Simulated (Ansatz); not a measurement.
Relaxed sheet of C:

```xyz
2
Lattice="2.4657 0.0000 0.0000 1.2329 2.1354 0.0000 0.0000 0.0000 26.0015" Properties=species:S:1:pos:R:3 pbc="T T F"
C     0.6126    0.3537   13.0008
C     1.8454    1.0654   13.0008
```

Level of theory: Ansatz, DFT PBE+D3(BJ), scalar-relativistic, plane waves, PAW. Cutoff 420 eV; k points 21×21×1 on the computed 2-atom cell (Γ-centred); Gaussian smearing, width 0.10 eV; no spin polarisation. No periodic images along c.

Atoms relax at each strain; stress is positive in compression. Unstrained: gap none (metal or semimetal), thickness 0.000 Å.

Q: Which strain in the plane gives ΔE (meV/cell) = 132.6, σxx (N/m) = -15.44, σyy (N/m) = -2.83?

A: Strain along x (y held) of +5 %. Stress that grows in proportion gives ΔE = ½σεA, with A = 5.27 Å² unstrained, so ε is about +5.2 %; negative stress means stretching.

Gaps are read on the k points sampled, so a band crossing between them can be missed.

The reference crystal is a form of C, which isn't its usual structure.